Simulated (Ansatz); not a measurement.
A run of Ansatz 0.2.0 is set up as follows.

File input.yaml:

```yaml
crystal:
  lattice:
    - [0.005438, 2.223781, 2.237668]
    - [2.217103, -0.009826, 2.252932]
    - [2.190034, 2.211976, 0.017243]
  atoms:
    - { symbol: Hf, position: [0.021026, -0.009861, 0.00408] }
hamiltonian:
  xc: pbe
  pseudopotentials: { kind: paw, xc_functional: lda, accuracy: standard }
  dispersion: d3bj
kpoints:
  mp_grid: { grid: [8, 8, 8] }
  band_path:
    path:
      - [[-0.5, -0.5, -0.5], [0.0, 0.0, 0.0], [0.0, 0.5, 0.0]]
      - [[-0.5, 0.0, -0.5], [0.0, 0.0, 0.0], [0.5, 0.0, 0.0]]
      - [[0.0, -0.5, -0.5], [0.0, 0.0, 0.0], [0.5, 0.5, 0.0]]
      - [[0.0, 0.0, -0.5], [0.0, 0.0, 0.0]]
    npoints: 14
scf:
  occupations: { method: cold, width: 0.15 }
  n_extra_bands: 6
output:
  forces: true
  stress: true
  eigenvalues: true
  fatbands: false
```

Potentials or basis: JTH PAW LDA.

Run with:

```console
$ ansatz run input.yaml --threads 1 --pin off --max-ram 2560MiB --backend cpu --events-out ev --progress --plain --runs-dir out
```

Estimate the band gap on the k mesh.

none (metal or under the smearing width).

Predict the pressure.

0.0 GPa.

Stress tensor (GPa, compression positive):
```
 0.80  0.50 -0.70
 0.50 -0.15 -0.02
-0.70 -0.02 -0.67
```

Caveat: the PAW data sets were made with another functional, which shifts forces and pressure a little; spin-orbit coupling is left out, which moves the levels of the heavy elements; pairwise dispersion overbinds metals, which lowers pressure and volume.
